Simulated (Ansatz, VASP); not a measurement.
One calculation of Si, two programs

INCAR

```
PREC = Accurate
ENCUT = 520
EDIFF = 1E-6
ISMEAR = 0
SIGMA = 0.05
LREAL = False
LASPH = True
NELM = 100
ALGO = Normal
ISIF = 2
LWAVE = False
LCHARG = True
LELF = True
LVHAR = True
NBANDS = 11
```

The input KPOINTS:

```
Automatic mesh
0
Gamma
  12 12 12
```

Contents of POSCAR:

```
Si
1.0
    0.0000000000      2.7671268857      2.5728745783
    2.7671268857      0.0000000000      2.5728745783
    2.7671268857      2.7671268857      0.0000000000
Si
2
Direct
    0.5000000000      0.5000000000      0.5000000000
    0.7500000000      0.7500000000      0.7500000000
```

Input for Ansatz:

```yaml
crystal:
  lattice:
    - [0.0, 2.7671268857, 2.5728745783]
    - [2.7671268857, 0.0, 2.5728745783]
    - [2.7671268857, 2.7671268857, 0.0]
  atoms:
    - { symbol: Si, position: [0.5, 0.5, 0.5] }
    - { symbol: Si, position: [0.75, 0.75, 0.75] }
basis:
  ecutwfc: 420
kpoints:
  mp_grid: { grid: [12, 12, 12] }
hamiltonian:
  xc: lda
  pseudopotentials: { kind: paw, azcp: { folder: soft_1 } }
scf:
  occupations: { method: gaussian, width: 0.05 }
output:
  forces: true
  stress: true
  eigenvalues: true
```

Alike in both runs: task single point; functional LDA; k mesh 12 × 12 × 12; occupations gaussian, width 0.05 eV; no spin polarisation.

|  | VASP | Ansatz |
| --- | --- | --- |
| version | VASP 6.6.1 | Ansatz 0.2.0 |
| potentials or method | VASP PAW LDA potentials, release 64 (Si) | scalar-relativistic, plane waves, PAW |
| plane-wave cutoff (eV) | 520 | 420 |
| valence electrons in the cell | 8 | 8 |

|  | VASP | Ansatz | Ansatz less VASP |
| --- | --- | --- | --- |
| gap on the k mesh at the Fermi level (eV) | none | none | - |
| pressure (GPa) | -0.1 | -0.2 | -0.06 |
| largest component of the traceless stress (GPa) | 4.01 | 4.02 | +0.001 |

A gap of «none» marks a metal or a gap that the smearing closes. Ansatz warned: «pseudo_functional_mismatch».
